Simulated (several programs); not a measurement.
## What each method gives for CaSe (rocksalt)

CaSe in the rocksalt structure, relaxed with r2SCAN in Ansatz, was computed with several methods. Space group Fm-3m (No. 225), cubic; a = 5.935 Å in the conventional setting, 26.13 Å³ an atom. Around Ca lie 6 Se at 2.97 Å; around Se lie 6 Ca at 2.97 Å. Calculated for a static, non-magnetic cell.

```cif
data_structure
_symmetry_space_group_name_H-M 'P 1'
_symmetry_Int_Tables_number 1
_cell_length_a 4.1967
_cell_length_b 4.1967
_cell_length_c 4.1967
_cell_angle_alpha 60.000
_cell_angle_beta 60.000
_cell_angle_gamma 60.000
_cell_volume 52.27
loop_
_atom_site_label
_atom_site_type_symbol
_atom_site_fract_x
_atom_site_fract_y
_atom_site_fract_z
_atom_site_occupancy
Ca1 Ca 0.00000 0.00000 0.00000 1
Se1 Se 0.50000 0.50000 0.50000 1
```

Gaps and times are for a single point on this cell; volume and bulk modulus come from each method's own relaxation or energy curve at fixed shape. Times are rough, from shared hosts (Arm Neoverse V1; NVIDIA H100 80GB HBM3), and each method has its own mesh and cell size. A dagger marks a closed or tiny gap in a crystal that DFT finds insulating: a failure of the method or a wrong SCF state. The energy curve of GFN2-xTB (tblite) is jagged, so its SCF state, and with it the gap, is in doubt. PM6 (MOPAC), PM7 (MOPAC), GFN1-xTB (tblite), GFN2-xTB (tblite) treat a cluster of cells at its zone centre, which samples few k points: where these miss a band edge, the gap comes out too large for that reason alone. Gaps from k meshes are read at a limited set of points (mesh, symmetry points, PBE's band edges), so each method's own least gap may be somewhat smaller. xTB and the PM methods were fitted mostly to molecules, and can miss a solid's gap by electronvolts. Minimal bases can be far off for gaps. Times of the plane-wave ladder aren't listed, since it ran on unlike processors and cards. GLLB-SC's gap includes the derivative discontinuity. G0W0 is at finite bands, cutoff and mesh. d marks a direct gap, i an indirect one (no mark: not told apart), a dash a value that wasn't computed or didn't pass its checks.

```json
{"method": "light PBE (260 eV and a coarse mesh)", "kind": "light plane-wave", "gap (eV)": "2.09 i", "own volume (Å³/atom)": "–", "bulk modulus (GPa)": "–", "atoms computed": "2", "processor time": "0.79 s"}
{"method": "PM6 (MOPAC)", "kind": "semi-empirical", "gap (eV)": "0.97", "own volume (Å³/atom)": "–", "bulk modulus (GPa)": "–", "atoms computed": "cluster", "processor time": "1.9 s"}
{"method": "PM7 (MOPAC)", "kind": "semi-empirical", "gap (eV)": "0.00†", "own volume (Å³/atom)": "–", "bulk modulus (GPa)": "–", "atoms computed": "cluster", "processor time": "2.1 s"}
{"method": "PBE", "kind": "semilocal", "gap (eV)": "2.06 i", "own volume (Å³/atom)": "26.46", "bulk modulus (GPa)": "48", "atoms computed": "2", "processor time": "–"}
{"method": "r2SCAN", "kind": "semilocal", "gap (eV)": "2.52 i", "own volume (Å³/atom)": "26.13", "bulk modulus (GPa)": "52", "atoms computed": "2", "processor time": "–"}
{"method": "GFN1-xTB (tblite)", "kind": "tight binding", "gap (eV)": "0.00†", "own volume (Å³/atom)": "–", "bulk modulus (GPa)": "–", "atoms computed": "cluster", "processor time": "5.5 s"}
{"method": "PBE/SZV (CP2K)", "kind": "small basis", "gap (eV)": "2.21 d", "own volume (Å³/atom)": "–", "bulk modulus (GPa)": "–", "atoms computed": "2", "processor time": "5.6 s"}
{"method": "GFN2-xTB (tblite)", "kind": "tight binding", "gap (eV)": "2.06", "own volume (Å³/atom)": "–", "bulk modulus (GPa)": "–", "atoms computed": "cluster", "processor time": "7.1 s"}
{"method": "GLLB-SC (GPAW)", "kind": "model potential", "gap (eV)": "4.13", "own volume (Å³/atom)": "–", "bulk modulus (GPa)": "–", "atoms computed": "2", "processor time": "10 s"}
{"method": "PBE/single zeta (GPAW)", "kind": "small basis", "gap (eV)": "2.51 i", "own volume (Å³/atom)": "–", "bulk modulus (GPa)": "–", "atoms computed": "2", "processor time": "11 s"}
{"method": "PBE/DZVP (CP2K)", "kind": "small basis", "gap (eV)": "2.09 i", "own volume (Å³/atom)": "26.81", "bulk modulus (GPa)": "48", "atoms computed": "2", "processor time": "12 s"}
{"method": "G0W0@r2SCAN (180 eV screening cutoff)", "kind": "many-body", "gap (eV)": "3.98", "own volume (Å³/atom)": "–", "bulk modulus (GPa)": "–", "atoms computed": "2", "processor time": "–"}
{"method": "G0W0@PBE (260 eV screening cutoff)", "kind": "many-body", "gap (eV)": "3.81", "own volume (Å³/atom)": "–", "bulk modulus (GPa)": "–", "atoms computed": "2", "processor time": "–"}
```

Against r2SCAN (2.52 eV) and with closed or daggered gaps left aside, the nearest gap at the points sampled is that of PBE/single zeta (GPAW) (-0.01 eV) and the farthest that of GLLB-SC (GPAW) (+1.61 eV). r2SCAN is only a yardstick of convenience: semilocal gaps usually lie below measured ones, which GLLB-SC and hybrids aim to mend.

Volumes against r2SCAN's: PBE +1.2 %, PBE/DZVP (CP2K) +2.6 %.

Spin-orbit coupling is left out.
